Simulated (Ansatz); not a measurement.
# Ge (P4_32_12) in Ansatz: further runs

The runs below take Ge through band structure, with PBEsol, r2SCAN.

All numbers are computed with Ansatz 0.2.0; they aren't measurements. Logs are shortened: lines on timing, memory, paths and dates and some standing lists are left out, and cuts for length are marked.

**The experiment to reproduce.**

From “Properties of the exotic metastable ST12 germanium allotrope”, 2017, pmc:5216117, for a powder of Ge: band gap 0.74 ± 0.02 eV (optical).

The results are compared with them further down.

## 1. The structure

It takes space group P4_32_12 (No. 96, tetragonal). The conventional cell has a = 5.930 Å, b = 5.930 Å, c = 6.980 Å, α = 90.00°, β = 90.00°, γ = 90.00°. Ge (site symmetry 1) has 4 Ge at 2.44 to 2.55 Å as nearest neighbours. Ge (site symmetry 2) has 4 Ge at 2.44 to 2.55 Å as nearest neighbours.

This isn't the form of Ge at room conditions, which is diamond.

## 2. Band structure, PBEsol

input.yaml reads:

```yaml
crystal:
  lattice:
    - [5.93, 0.0, 0.0]
    - [0.0, 5.93, 0.0]
    - [0.0, 0.0, 6.98]
  atoms:
    - { symbol: Ge, position: [0.375, 0.1667, 0.75] }
    - { symbol: Ge, position: [0.3333, 0.875, 0.5] }
    - { symbol: Ge, position: [0.625, 0.8333, 0.25] }
    - { symbol: Ge, position: [0.6667, 0.125, 0.0] }
    - { symbol: Ge, position: [0.875, 0.3333, 0.5] }
    - { symbol: Ge, position: [0.8333, 0.625, 0.75] }
    - { symbol: Ge, position: [0.125, 0.6667, 0.0] }
    - { symbol: Ge, position: [0.1667, 0.375, 0.25] }
    - { symbol: Ge, position: [0.575, 0.425, 0.25] }
    - { symbol: Ge, position: [0.925, 0.925, 0.5] }
    - { symbol: Ge, position: [0.425, 0.575, 0.75] }
    - { symbol: Ge, position: [0.075, 0.075, 0.0] }
hamiltonian:
  xc: pbesol
  pseudopotentials: { kind: paw }
kpoints:
  mp_grid: { grid: [5, 5, 4] }
  band_path:
    path:
      - [[0.0, 0.0, 0.0], [0.0, 0.5, 0.0], [0.5, 0.5, 0.0], [0.0, 0.0, 0.0], [0.0, 0.0, 0.5], [0.0, 0.5, 0.5], [0.5, 0.5, 0.5], [0.0, 0.0, 0.5]]
      - [[0.0, 0.5, 0.0], [0.0, 0.5, 0.5]]
      - [[0.5, 0.5, 0.0], [0.5, 0.5, 0.5]]
    npoints: 10
scf:
  occupations: { method: fermi_dirac, width: 0.05 }
  n_extra_bands: 30
output:
  forces: true
  stress: true
  eigenvalues: true
  fatbands: true
  write_density: true
  write_potential: true
  elf: true
  volumetric_format: npy
```

Potentials or basis: Ansatz PAW.

On the command line:

```bash
$ ansatz run input.yaml --threads 4 --pin off --max-ram 11264MiB --backend cpu --events-out ev --progress --plain --runs-dir out
```

What it wrote:

```text
Warning: RAYON_NUM_THREADS=4 ignored (pool sized by the plan → 4); use --threads N
scf.n_extra_bands = 30 over 84 filled bands (N_el = 168.0): the run solves 114 bands
Engine: ansatz 0.2.0, x86_64-unknown-linux-gnu
Pseudopotentials: kind: paw
Pseudopotential: Ge, paw, valence charge 14, recommended cutoff 420 eV (normal), Ge.paw.azcp
Functional definition: PBEsol
  exchange = pbesol_x
  correlation = pbesol_c
Crystal: 12 atoms, lattice volume = 245.451 Å³
Basis set: ecut = 420 eV, 4783 PW (Γ), exchange–correlation on 80×80×96 points (8 copies of the dense FFT grid, shifted against one another)
Bands: 114, of which v1, the nominal top of the filled ones, is band 84 counted from 1 (83 counted from 0)
Symmetry: 8 space group operations
Space group: P43212 (ITA 96), of the structure as read, at distance tolerance 6.3e-5 Å
k-points: 18 of 100 (time reversal used)
Non-local potential: Ge, projectors of the file, l = 0: 2, l = 1: 2, l = 2: 3, l = 3: 1
PAW form: soft (Blöchl's): semilocal exchange-correlation on the pseudo side does not see the compensation charge
PAW frozen core: Ge, regenerated for the run's functional, and the local potential with it (the file was generated under x = pbe(κ = 0.804, μ = 0.2195149727645171), c = pbe(β = 0.06672455060314922))
PAW one-centre angular grid: Ge, 590 points (default); XC on 64 Gauss nodes
Initial density: superposition of atomic densities (neutral atoms: chi_scale 0, normalization atom), corrected by the library's trained network
Initial wavefunctions: pseudopotential atomic-orbital guess
Functional: x = pbesol(κ = 0.804, μ = 0.12345679012345678), c = pbesol(β = 0.046)
SCF iter   1: F=—  HF=-51040.417967 eV  |F-HF|=—  |Δ(HF+E_count)|=         —  Δρ=1.87e-3  dr2=7.64e-3  ethr=1.77e-3  ⟨swp⟩=5.7  Hψ=7558  notcnv=0  defer=87
preconditioner: auto → Resta (q_TF=auto, 2.561 Å⁻¹)  ε∞=2.6  [insulator: Δε(μ)=0.673 eV  Ē_g=24.307 eV  σ=0.050 eV  W_gap=1.00  n_scr=80 (ndim 8)  ℏωp=30.7 eV  f_vac=0.000  D(μ)=0.01/eV (n_scr^D=0)  ε∞_Penn≈2.6]
SCF iter   2: F=—  HF=-51040.408182 eV  |F-HF|=—  |Δ(HF+E_count)|=   9.79e-3  Δρ=9.70e-4  dr2=1.88e-3  ethr=4.55e-6  ⟨swp⟩=2.5  Hψ=3898  notcnv=0  defer=183
SCF iter   3: F=—  HF=-51040.408016 eV  |F-HF|=—  |Δ(HF+E_count)|=   1.66e-4  Δρ=2.48e-4  dr2=1.03e-4  ethr=1.12e-6  ⟨swp⟩=2.0  Hψ=3189  notcnv=0  defer=183
SCF iter   4: F=—  HF=-51040.408063 eV  |F-HF|=—  |Δ(HF+E_count)|=   4.64e-5  Δρ=1.67e-4  dr2=3.35e-5  ethr=6.13e-8  ⟨swp⟩=2.0  Hψ=3189  notcnv=0  defer=183
SCF iter   5: F=—  HF=-51040.407997 eV  |F-HF|=—  |Δ(HF+E_count)|=   6.59e-5  Δρ=3.48e-5  dr2=1.66e-6  ethr=2.00e-8  ⟨swp⟩=2.0  Hψ=3189  notcnv=0  defer=183
SCF iter   6: F=—  HF=-51040.408191 eV  |F-HF|=—  |Δ(HF+E_count)|=   1.94e-4  Δρ=8.10e-6  dr2=1.53e-7  ethr=9.87e-10  ⟨swp⟩=2.0  Hψ=3189  notcnv=0  defer=183
SCF iter   7: F=-51040.408191 eV  HF=-51040.408191 eV  |F-HF|=7.16e-9  |Δ(HF+E_count)|=   1.04e-7  Δρ=2.39e-6  dr2=9.10e-9  ethr=5.95e-11  ⟨swp⟩=11.9  Hψ=12947  notcnv=0
SCF 1 converged in 7 iterations: F = -51040.408191 eV  dr2 = 9.10e-9
NSCF: frozen V_eff on 93 k-points
SCF converged after 7 iterations
Free energy (F): -51040.408191 eV
Harris-Foulkes:  -51040.408191 eV  (|F-HF|=7.16e-9)
Internal energy: -51040.407975 eV  (E = F + TS)
E sigma→0 (E₀):  -51040.408083 eV
Entropy (-TS):   -0.000216 eV (-0.018 meV/atom)
Fermi energy:    9.463574 eV
--- Per-component energies (eV) ---
  E_band       = -1601.993199
  E_kinetic    = 1337.729283
  E_local      = -27852.738004  (includes V_loc(G=0)·N_el)
  E_nonlocal   = 5034.923514
  E_hartree    = 12201.180369
  E_xc         = -900.997280
  E_vxc        = -778.387423  (∫ρ·V_xc dr)
  E_paw        = -23742.097531  (= ΣΔE_a)
  E_vpaw       = -3745.874008  (= ΣTr[D̂ρ^β])
  E_aug_tail   = 0.003653  (compensation charges beyond the density's cutoff)
  E_ewald      = -17129.427215
  E_core_change = 11.015235  (= ΣΔE_core)
  E_smearing   = -0.000216  (= −TS)
  E_closure    = 0.000000  (closes the sum)
  Σ components = -51040.408191   (vs F -51040.408191, Δ=0.00e0)
--- Forces (eV/Å), atoms counted from 1 ---
  atom   1  Ge    -0.33124236    -0.18606634     0.12043864
  atom   2  Ge     0.18606634    -0.33124236     0.12043864
  atom   3  Ge     0.33124236     0.18606634     0.12043864
  atom   4  Ge    -0.18606634     0.33124236     0.12043864
  atom   5  Ge    -0.33124236     0.18606634    -0.12043864
  atom   6  Ge     0.18606634     0.33124236    -0.12043864
  atom   7  Ge     0.33124236    -0.18606634    -0.12043864
  atom   8  Ge    -0.18606634    -0.33124236    -0.12043864
  atom   9  Ge     0.60368793    -0.60368793     0.00000000
  atom  10  Ge    -0.60368793    -0.60368793    -0.00000000
  atom  11  Ge    -0.60368793     0.60368793     0.00000000
  atom  12  Ge     0.60368793     0.60368793    -0.00000000
  max |Σ_I F_I| component: 1.11e-16 eV/Å
--- Stress (GPa, compression-positive) ---
        0.875819       0.000000       0.000000
        0.000000       0.875819      -0.000000
        0.000000      -0.000000      -0.123160
  P = ⅓ Tr σ = 0.5428 GPa (5.428 kbar)
--- Band table (eV; the first three rows and the last of 18) ---
  k-point 0: bands = ["-15.2005", "-15.1756", "-15.1756", "-15.1560", "-15.1535", "-15.1514", "-15.1514", "-15.1325", "-15.1197", "-15.1197", "-15.1145", "-15.1138", "-15.1099", "-15.0947", "-15.0637", "-15.0619", "-15.0619", "-15.0537", "-15.0469", "-15.0469", "-15.0407", "-15.0403", "-15.0400", "-15.0400", "-15.0213", "-15.0131", "-15.0080", "-15.0080", "-14.9913", "-14.9867", "-14.9867", "-14.9707", "-14.9606", "-14.9602", "-14.9602", "-14.9593", "-14.9500", "-14.9500", "-14.9396", "-14.9365", "-14.9331", "-14.9146", "-14.9122", "-14.9122", "-14.8922", "-14.8922", "-14.8739", "-14.8739", "-14.8675", "-14.8622", "-14.8599", "-14.8564", "-14.8520", "-14.8520", "-14.8430", "-14.8363", "-14.8261", "-14.7979", "-14.7979", "-14.7975", "-3.4139", "-0.9206", "-0.9206", "-0.2050", "0.4150", "0.5090", "0.5090", "2.9384", "3.2141", "3.2141", "3.6864", "3.7933", "5.3065", "5.4274", "5.4274", "5.8277", "5.9385", "6.2515", "6.2515", "7.2236", "8.2792", "8.2792", "8.2808", "9.0650", "10.5942", "10.5942", "10.6450", "11.5427", "12.5522", "12.8675", "13.0523", "13.1470", "13.6324", "13.6324", "13.9759", "13.9759", "14.9547", "15.2604", "15.8001", "15.8267", "15.8267", "16.1523", "16.5417", "16.5417", "16.6117", "17.0023", "17.0742", "17.0742", "17.6972", "17.6972", "17.7473", "18.4380", "18.4668", "18.6722"]
  k-point 1: bands = ["-15.2001", "-15.1879", "-15.1646", "-15.1553", "-15.1541", "-15.1538", "-15.1462", "-15.1369", "-15.1237", "-15.1168", "-15.1167", "-15.1158", "-15.1008", "-15.0854", "-15.0663", "-15.0625", "-15.0615", "-15.0539", "-15.0510", "-15.0478", "-15.0448", "-15.0410", "-15.0363", "-15.0360", "-15.0241", "-15.0147", "-15.0078", "-15.0068", "-14.9944", "-14.9892", "-14.9804", "-14.9801", "-14.9682", "-14.9651", "-14.9578", "-14.9545", "-14.9484", "-14.9436", "-14.9385", "-14.9348", "-14.9330", "-14.9230", "-14.9129", "-14.9018", "-14.8947", "-14.8863", "-14.8789", "-14.8720", "-14.8673", "-14.8655", "-14.8633", "-14.8523", "-14.8507", "-14.8497", "-14.8471", "-14.8378", "-14.8198", "-14.8024", "-14.7976", "-14.7963", "-3.2441", "-1.9376", "-0.1480", "0.0579", "0.1926", "0.5020", "1.0319", "2.3094", "2.7737", "3.6570", "3.7136", "3.7516", "4.6279", "4.8494", "6.1232", "6.2987", "6.5924", "6.7298", "6.7404", "7.0314", "7.8852", "8.2164", "8.2868", "8.3685", "10.9638", "11.1046", "11.2668", "11.5616", "11.6769", "11.7037", "12.0713", "12.2129", "13.2491", "13.9865", "14.6065", "14.7015", "15.1788", "15.3265", "15.5055", "15.5400", "15.7908", "16.1924", "16.2312", "16.4270", "16.7601", "16.9998", "17.3568", "17.5171", "17.6457", "17.7640", "18.4246", "18.4323", "18.8186", "18.9086"]
  k-point 2: bands = ["-15.1967", "-15.1967", "-15.1571", "-15.1571", "-15.1546", "-15.1546", "-15.1411", "-15.1411", "-15.1229", "-15.1229", "-15.1171", "-15.1171", "-15.0779", "-15.0779", "-15.0728", "-15.0728", "-15.0567", "-15.0567", "-15.0560", "-15.0560", "-15.0437", "-15.0437", "-15.0306", "-15.0306", "-15.0199", "-15.0199", "-15.0018", "-15.0018", "-14.9999", "-14.9999", "-14.9805", "-14.9805", "-14.9728", "-14.9728", "-14.9549", "-14.9549", "-14.9399", "-14.9399", "-14.9384", "-14.9384", "-14.9290", "-14.9290", "-14.9079", "-14.9079", "-14.8816", "-14.8816", "-14.8777", "-14.8777", "-14.8744", "-14.8744", "-14.8541", "-14.8541", "-14.8499", "-14.8499", "-14.8434", "-14.8434", "-14.8100", "-14.8100", "-14.7968", "-14.7968", "-2.7420", "-2.7420", "-0.0055", "-0.0055", "0.5756", "0.5756", "1.5447", "1.5447", "3.1170", "3.1170", "3.7103", "3.7103", "4.5485", "4.5485", "6.3808", "6.3808", "6.9487", "6.9487", "7.2709", "7.2709", "8.0190", "8.0190", "8.5207", "8.5207", "10.0087", "10.0087", "10.6360", "10.6360", "12.5325", "12.5325", "12.6387", "12.6387", "13.4365", "13.4365", "13.7596", "13.7596", "15.0558", "15.0558", "15.0849", "15.0849", "16.4661", "16.4661", "16.7358", "16.7358", "17.1730", "17.1730", "17.3652", "17.3652", "17.6158", "17.6158", "18.9019", "18.9019", "19.4905", "19.4905"]
  k-point 17: bands = ["-15.1812", "-15.1812", "-15.1773", "-15.1773", "-15.1449", "-15.1449", "-15.1432", "-15.1432", "-15.1096", "-15.1096", "-15.1038", "-15.1038", "-15.0969", "-15.0969", "-15.0861", "-15.0861", "-15.0593", "-15.0593", "-15.0493", "-15.0493", "-15.0353", "-15.0353", "-15.0266", "-15.0266", "-15.0069", "-15.0069", "-15.0019", "-15.0019", "-14.9863", "-14.9863", "-14.9797", "-14.9797", "-14.9655", "-14.9655", "-14.9560", "-14.9560", "-14.9343", "-14.9343", "-14.9263", "-14.9263", "-14.9204", "-14.9204", "-14.9140", "-14.9140", "-14.8988", "-14.8988", "-14.8901", "-14.8901", "-14.8703", "-14.8703", "-14.8697", "-14.8697", "-14.8504", "-14.8504", "-14.8470", "-14.8470", "-14.8210", "-14.8210", "-14.8083", "-14.8083", "-1.6389", "-1.6389", "-1.1362", "-1.1362", "-0.1849", "-0.1849", "0.2460", "0.2460", "4.1795", "4.1795", "4.6320", "4.6320", "6.3136", "6.3136", "6.7075", "6.7075", "7.1101", "7.1101", "7.5414", "7.5414", "7.9761", "7.9761", "8.3531", "8.3531", "10.4526", "10.4526", "10.8227", "10.8227", "11.5141", "11.5141", "11.9038", "11.9038", "12.4861", "12.4861", "13.0926", "13.0926", "14.0813", "14.0813", "14.6128", "14.6128", "15.4916", "15.4916", "15.8930", "15.8930", "16.6577", "16.6577", "17.0417", "17.0417", "18.0907", "18.0907", "18.7829", "18.7829", "19.4631", "19.4631"]
```

It took 75 s on 4 threads of AMD EPYC 7R13 (Zen 3), shared host; peak memory 2 GiB.

Results:

| Item | Value |
| --- | --- |
| Free energy | -51040.4082 eV |
| Pressure | 0.5 GPa |
| Largest force | 0.854 eV/Å |
| Band gap on the k mesh | 0.67 eV, direct |
| Band gap along the path | 0.41 eV, direct |

Forces in eV/Å, atoms in the order of the input:
```
Ge  -0.331 -0.186  0.120
Ge   0.186 -0.331  0.120
Ge   0.331  0.186  0.120
Ge  -0.186  0.331  0.120
Ge  -0.331  0.186 -0.120
Ge   0.186  0.331 -0.120
Ge   0.331 -0.186 -0.120
Ge  -0.186 -0.331 -0.120
Ge   0.604 -0.604  0.000
Ge  -0.604 -0.604  0.000
Ge  -0.604  0.604  0.000
Ge   0.604  0.604  0.000
```

Stress tensor (GPa, compression positive):
```
 0.88  0.00  0.00
 0.00  0.88  0.00
 0.00  0.00 -0.12
```

Levels at the corners of the path, in eV from the valence-band top:
| point | band 80 | band 81 | band 82 | band 83 | band 84 | band 85 | band 86 | band 87 | band 88 | band 89 |
| --- | --- | --- | --- | --- | --- | --- | --- | --- | --- | --- |
| Γ | -1.93 | -0.88 | -0.88 | -0.88 | -0.09 | 1.44 | 1.44 | 1.49 | 2.39 | 3.39 |
| X | -1.81 | -0.57 | -0.57 | -0.14 | -0.14 | 1.29 | 1.29 | 2.23 | 2.23 | 2.51 |
| M | -1.14 | -0.32 | -0.32 | -0.04 | -0.04 | 1.15 | 1.15 | 1.44 | 1.44 | 1.98 |
| Γ | -1.93 | -0.88 | -0.88 | -0.88 | -0.09 | 1.44 | 1.44 | 1.49 | 2.39 | 3.39 |
| Z | -1.89 | -1.14 | -1.14 | -0.64 | -0.64 | 0.85 | 0.85 | 1.48 | 1.48 | 3.37 |
| R | -1.16 | -0.82 | -0.82 | -0.43 | -0.43 | 0.74 | 0.74 | 1.41 | 1.41 | 2.52 |
| A | -1.43 | -1.07 | -1.07 | -1.07 | -1.07 | 1.20 | 1.20 | 1.20 | 1.20 | 2.08 |
| Z | -1.89 | -1.14 | -1.14 | -0.64 | -0.64 | 0.85 | 0.85 | 1.48 | 1.48 | 3.37 |
| X | -1.81 | -0.57 | -0.57 | -0.14 | -0.14 | 1.29 | 1.29 | 2.23 | 2.23 | 2.51 |
| R | -1.16 | -0.82 | -0.82 | -0.43 | -0.43 | 0.74 | 0.74 | 1.41 | 1.41 | 2.52 |
| M | -1.14 | -0.32 | -0.32 | -0.04 | -0.04 | 1.15 | 1.15 | 1.44 | 1.44 | 1.98 |
| A | -1.43 | -1.07 | -1.07 | -1.07 | -1.07 | 1.20 | 1.20 | 1.20 | 1.20 | 2.08 |

Caveat: the k mesh misses the band edges, so the gap on the mesh is wider than the one along the path; the PAW data sets come from PBE, with cores solved anew for the run's functional, which leaves a small shift of forces and pressure.

## 3. Band structure, r2SCAN

Changes to input.yaml since step 2:

```diff
@@ -19,3 +19,3 @@
 hamiltonian:
-  xc: pbesol
+  xc: r2scan
   pseudopotentials: { kind: paw }
@@ -36,6 +36,2 @@
   eigenvalues: true
-  fatbands: true
-  write_density: true
-  write_potential: true
-  elf: true
-  volumetric_format: npy
+  fatbands: false
```

Potentials or basis: Ansatz PAW.

On the command line:

```bash
$ ansatz run input.yaml --threads 4 --pin off --max-ram 11264MiB --backend cpu --events-out ev --progress --plain --runs-dir out
```

Wall time 63 s (4 threads of AMD EPYC 7R13 (Zen 3), shared host); peak memory 2.5 GiB.

The run converged. Its results:

```
Free energy             : -51632.5082 eV
Pressure                : 1.3 GPa
Largest force           : 0.907 eV/Å
Band gap on the k mesh  : 0.99 eV, indirect (least direct gap 1.00 eV)
Band gap along the path : 0.77 eV, direct
```

Forces in eV/Å, atoms in the order of the input:
```
Ge  -0.317 -0.173  0.270
Ge   0.173 -0.317  0.270
Ge   0.317  0.173  0.270
Ge  -0.173  0.317  0.270
Ge  -0.317  0.173 -0.270
Ge   0.173  0.317 -0.270
Ge   0.317 -0.173 -0.270
Ge  -0.173 -0.317 -0.270
Ge   0.641 -0.641  0.000
Ge  -0.641 -0.641  0.000
Ge  -0.641  0.641  0.000
Ge   0.641  0.641  0.000
```

Stress tensor (GPa, compression positive):
```
1.61 0.00 0.00
0.00 1.61 0.00
0.00 0.00 0.61
```

Levels at the corners of the path, in eV from the valence-band top:
```csv
point,band 80,band 81,band 82,band 83,band 84,band 85,band 86,band 87,band 88,band 89
Γ,-2.00,-0.88,-0.88,-0.88,-0.08,1.82,1.82,1.87,2.83,3.82
X,-1.82,-0.58,-0.58,-0.13,-0.13,1.63,1.63,2.62,2.62,2.85
M,-1.16,-0.34,-0.34,-0.08,-0.08,1.50,1.50,1.75,1.75,2.31
Γ,-2.00,-0.88,-0.88,-0.88,-0.08,1.82,1.82,1.87,2.83,3.82
Z,-1.90,-1.16,-1.16,-0.62,-0.62,1.20,1.20,1.81,1.81,3.76
R,-1.12,-0.84,-0.84,-0.44,-0.44,1.10,1.10,1.69,1.69,2.94
A,-1.43,-1.09,-1.09,-1.09,-1.09,1.54,1.54,1.54,1.54,2.44
Z,-1.90,-1.16,-1.16,-0.62,-0.62,1.20,1.20,1.81,1.81,3.76
X,-1.82,-0.58,-0.58,-0.13,-0.13,1.63,1.63,2.62,2.62,2.85
R,-1.12,-0.84,-0.84,-0.44,-0.44,1.10,1.10,1.69,1.69,2.94
M,-1.16,-0.34,-0.34,-0.08,-0.08,1.50,1.50,1.75,1.75,2.31
A,-1.43,-1.09,-1.09,-1.09,-1.09,1.54,1.54,1.54,1.54,2.44
```

Caveat: the k mesh misses the band edges, so the gap on the mesh is wider than the one along the path; the PAW data sets come from PBE, with cores solved anew for the run's functional, which leaves a small shift of forces and pressure.

## 4. How close it comes

Step 2. A measured gap of Ge is 0.74 eV (optical; powder; “Properties of the exotic metastable ST12 germanium allotrope”, 2017, pmc:5216117); the calculated 0.41 eV misses it by -0.33 eV. Spin-orbit coupling on Ge is left out. The value is that of PBEsol, without temperature or zero-point motion. Semilocal functionals fall short of measured gaps as a rule.

Step 3. A measured gap of Ge is 0.74 eV (optical; powder; “Properties of the exotic metastable ST12 germanium allotrope”, 2017, pmc:5216117); the calculated 0.77 eV misses it by +0.03 eV. Spin-orbit coupling on Ge is left out. The value is that of r2SCAN, without temperature or zero-point motion.
